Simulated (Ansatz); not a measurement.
TiCo

Level of theory: DFT, r²SCAN, scalar-relativistic, collinear spin; plane waves to 500 eV with PAW datasets (Ansatz 0.2.0), Γ-centred 12×12×12 mesh, 0.05 eV Gaussian smearing. The datasets are Ansatz's generated set soft_2.

```
Ti Co
1.0
     2.98872    0.00000    0.00000
     0.00000    2.98872    0.00000
     0.00000    0.00000    2.98872
Ti Co
1 1
Direct
  0.00000 0.00000 0.00000
  0.50000 0.50000 0.50000
```

The chain of runs began from a structure of the Materials Project database, expanded in volume; all values here are this work's own. Such entries can be computed or ordered models and not known phases.

Magnetic state: ferromagnetic, site spin moments Ti -0.27; Co 1.41 μB.

The cell is relaxed to zero pressure at this level.

The cell has space group Pm-3m (read at 0.01 Å). In it the stress is 0.00, 0.00, 0.00, 0.00, 0.00, 0.00 GPa and the largest force component 0.000 eV/Å. Each change below starts from this cell, without further relaxation. Stress is in GPa, positive in compression, in the order xx, yy, zz, yz, xz, xy; energies are counted from the cell above and are free energies with the smearing's entropy, which match forces and stress in a metal.

Problem. What happens when atom 2 (Co) is moved by 0.02 Å along y?

Solution. The energy changes by 1.1 meV per cell, and the force on it along the shift is -0.114 eV/Å (−F/u = 5.68 eV/Å²). Stress: 0.02, 0.02, 0.02, 0.00, 0.00, 0.00.
| atom | Fx (eV/Å) | Fy | Fz |
| --- | --- | --- | --- |
| Ti1 | 0.000 | 0.113 | 0.000 |
| Co2 | 0.000 | -0.114 | 0.000 |
In a harmonic crystal the energy would rise by −½F·u = ½ × 5.68 × 0.02² eV = 1.1 meV, which matches.

Problem. What stress follows from an engineering strain of 2 % in yy, atoms carried along?

Solution. -2.16, -4.92, -2.16, 0.00, 0.00, 0.00 GPa; the energy changes by 8.2 meV per cell. Spin moments: Ti -0.29; Co 1.45 μB.
The change of the stress over the strain gives a clamped-atom stiffness of about 246 GPa for this component, a secant value that lies under the elastic constant in tension and over it in compression, by several per cent for each per cent of strain.
In a harmonic crystal the energy would rise by V(½Cε² − σ₀ε), with σ₀ the stress of the unstrained cell, = 8.2 meV, which matches.

Problem. All atoms and the cell are disturbed at random:
```xyz
2
Lattice="2.9668 -0.0047 0.0047 -0.0047 2.9955 0.0084 0.0047 0.0084 3.0121" Properties=species:S:1:pos:R:3 pbc="T T T"
Ti    0.1454    0.0712   -0.0382
Co    1.3380    1.4284    1.5508
```
Give the energy change, the stress and the forces.

Solution. 308.2 meV per cell; stress 4.48, 4.38, 4.05, -1.42, -1.71, 2.67 GPa. Spin moments: Ti -0.11; Co 1.30 μB.
| atom | Fx (eV/Å) | Fy | Fz |
| --- | --- | --- | --- |
| Ti1 | -1.510 | -0.842 | 0.487 |
| Co2 | 1.510 | 0.842 | -0.487 |

The run wasn't fully tested for a lower electronic state. Site moments are of spin, integrated over atomic spheres.

The sizeable Co moment disagrees with the known behaviour of ordered stoichiometric TiCo, which is a paramagnetic metal without long-range ferromagnetism. The likely cause is the functional: r²SCAN tends to exaggerate exchange splitting in itinerant magnets, and a static calculation also omits the spin fluctuations that weaken such order. The small opposing Ti moment follows from d–d hybridisation: the minority-spin Co states lie closer in energy to the Ti d states and mix more strongly with them, giving Ti a net minority-spin population.

The Co moment rises slightly under uniaxial stretching, as expected when d-band overlap weakens, but falls to 1.30 μB in the random distortion. That cell isn't compressed overall, so the drop probably reflects the shortened Ti–Co contacts, which strengthen hybridisation locally. The restoring force on displaced Co shows that the two sublattices resist relative motion within this ferromagnetic state. The elastic and force responses needn't carry over quantitatively to the paramagnetic metal, because the exchange splitting alters the filling of bonding and antibonding d states.
